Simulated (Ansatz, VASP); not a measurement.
Given: the input of a run of Ansatz 0.2.0 on CdSe. The cell is a database's computed one, not the measured one.

Contents of input.yaml:

```yaml
crystal:
  lattice:
    - [0.0, 3.0702711986, 3.0702711986]
    - [3.0702711986, 0.0, 3.0702711986]
    - [3.0702711986, 3.0702711986, 0.0]
  atoms:
    - { symbol: Cd, position: [0.0, 0.0, 0.0] }
    - { symbol: Se, position: [0.25, 0.25, 0.25] }
kpoints:
  mp_grid: { grid: [8, 8, 8] }
scf:
  occupations: { method: gaussian, width: 0.025 }
hamiltonian:
  xc: pbe
  pseudopotentials: { kind: all_electron, lapw: { basis_error: 0.001 } }
output:
  forces: true
  stress: true
  eigenvalues: true
```

Potentials or basis: all-electron LAPW, scalar-relativistic.

Run with:

```sh
$ ansatz run input.yaml --threads 1 --pin off --max-ram 3072MiB --backend cpu --events-out ev --progress --plain --runs-dir out
```

Task: Translate it to VASP 6.6.1. Potentials or basis there: PBE PAW files Cd, Se, 520 eV.

Result: As run (cutoffs and basis follow the program's own potentials, and thresholds, step limits or extra output files can differ):

Contents of INCAR:

```
SYSTEM = CdSe
  PREC = Accurate
  ENCUT = 520
  EDIFF = 1E-6
  ISMEAR = 0
  SIGMA = 0.025
  LREAL = .FALSE.
  LASPH = .TRUE.
  NELM = 80
  ALGO = Normal
  ISIF = 2
  LWAVE = .FALSE.
  LCHARG = .FALSE.
  GGA = PE
```

Contents of KPOINTS:

```
Automatic mesh
0
G
  8 8 8
  0 0 0
```

POSCAR

```
CdSe
1.0
    0.0000000000      3.0702711986      3.0702711986
    3.0702711986      0.0000000000      3.0702711986
    3.0702711986      3.0702711986      0.0000000000
Cd Se
1 1
Direct
    0.0000000000      0.0000000000      0.0000000000
    0.2500000000      0.2500000000      0.2500000000
```

Potentials or basis: VASP PAW PBE potentials, release 64 (Cd, Se).

The run is started by

```console
$ cat potpaw_PBE.64/Cd/POTCAR potpaw_PBE.64/Se/POTCAR > POTCAR
$ mpirun -np 1 vasp_std > vasp.out
```

Both were run:

|  | Ansatz | VASP |
| --- | --- | --- |
| Pressure | 1.3 GPa | 1.6 GPa |

Where Ansatz's input types no cutoff or centring, it takes its own default and a Γ-centred mesh.

Pressure is positive in compression.
